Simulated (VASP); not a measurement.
A run of VASP 6.6.1 is set up as follows.

File INCAR:

```
ALGO = Normal ; EDIFF = 1E-7
EDIFFG = -0.002 ; ENCUT = 600
GGA = PE ; IBRION = 2
ISIF = 3 ; ISMEAR = 0
IVDW = 12 ; LASPH = T
LCHARG = F ; LREAL = F
LWAVE = F ; NELM = 100
NSW = 100 ; PREC = Accurate
PSTRESS = 750.0 ; SIGMA = 0.1
```

File KPOINTS:

```
k-points
0
Gamma
  21 21 10
```

File POSCAR:

```
Si
1.0
    2.3546657782      0.0000000000      0.0000000000
   -1.1773328891      2.0392003814      0.0000000000
    0.0000000000      0.0000000000      4.0218277311
Si
2
Direct
    0.3333333333      0.6666666667      0.2500000000
    0.6666666667      0.3333333333      0.7500000000
```

Potentials or basis: VASP PAW PBE potentials, release 64 (Si).

Run with:

```sh
$ cat potpaw_PBE.64/Si/POTCAR > POTCAR
$ mpirun -np 1 vasp_std > vasp.out
```

What does it give for the space group after relaxing (to 0.05 Å)?

P6_3/mmc (No. 194).

Predict the relaxed cell.

a = 2.354 Å, b = 2.354 Å, c = 4.019 Å, α = 90.00°, β = 90.00°, γ = 120.00°.

Final structure:
```yaml
crystal:
  lattice:
    - [2.35448, 0.00000, 0.00000]
    - [-1.17724, 2.03904, 0.00000]
    - [0.00000, 0.00000, 4.01865]
  atoms:
    - { symbol: Si, position: [0.33333, 0.66667, 0.25000] }
    - { symbol: Si, position: [0.66667, 0.33333, 0.75000] }
```
